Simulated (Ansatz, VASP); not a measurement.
## One calculation of NaH2, two programs

The input INCAR:

```
PREC = Accurate ; ENCUT = 520
EDIFF = 1E-6 ; ISMEAR = 0
SIGMA = 0.1 ; LREAL = False
LASPH = True ; NELM = 100
ALGO = Fast ; ISIF = 2
LWAVE = False ; LCHARG = False
GGA = PE ; NBANDS = 12
```

Contents of KPOINTS:

```
Automatic mesh
0
Gamma
  9 9 4
```

The input POSCAR:

```
NaH2
1.0
    2.7041254300      0.0000000000      0.0000000000
   -1.3520627200      2.3418413200      0.0000000000
    0.0000000000      0.0000000000      5.4234913200
Na H
1 2
Direct
    0.0000000000      0.0000000000      0.5360423600
    0.3333333300      0.6666666700      0.8939953700
    0.0000000000      0.0000000000      0.8367542500
```

Input for Ansatz:

```yaml
crystal:
  lattice:
    - [2.70412543, 0.0, 0.0]
    - [-1.35206272, 2.34184132, 0.0]
    - [0.0, 0.0, 5.42349132]
  atoms:
    - { symbol: Na, position: [0.0, 0.0, 0.53604236] }
    - { symbol: H, position: [0.33333333, 0.66666667, 0.89399537] }
    - { symbol: H, position: [0.0, 0.0, 0.83675425] }
basis:
  ecutwfc: 420
kpoints:
  mp_grid: { grid: [9, 9, 4] }
hamiltonian:
  xc: pbe
scf:
  occupations: { method: gaussian, width: 0.1 }
  lower_state_search: "off"
output:
  forces: true
  stress: true
  eigenvalues: true
```

Alike in both runs: task single point; functional PBE; k mesh 9 × 9 × 4; occupations gaussian, width 0.1 eV; no spin polarisation.

|  | VASP | Ansatz |
| --- | --- | --- |
| version | VASP 6.6.1 | Ansatz 0.2.0 |
| potentials or method | VASP PAW PBE potentials, release 64 (Na_pv, H) | scalar-relativistic, plane waves, PAW |
| plane-wave cutoff (eV) | 520 | 420 |
| valence electrons in the cell | 9 | 11 |

Ansatz gave:

```
gap on the k mesh at the Fermi level (eV)       : none
pressure (GPa)                                  : 9.2
largest component of the traceless stress (GPa) : 4.17
rms of the force components (eV/Å)              : 1.312
```

**Question.** Estimate VASP's values.

**Answer.** gap on the k mesh at the Fermi level (eV): none; pressure (GPa): 9.3; largest component of the traceless stress (GPa): 4.38; rms of the force components (eV/Å): 1.329.

Atom by atom the forces differ by 0.018 eV/Å (rms over components). A gap of «none» marks a metal or a gap that the smearing closes. With one functional, cell and mesh, what is left measures potentials, basis and numerics. The two sets of potentials don't hold the same shells in valence.

Caveats: forces of over 1 eV/Å show positions far from the minimum, so gaps and moduli don't describe the material at rest.
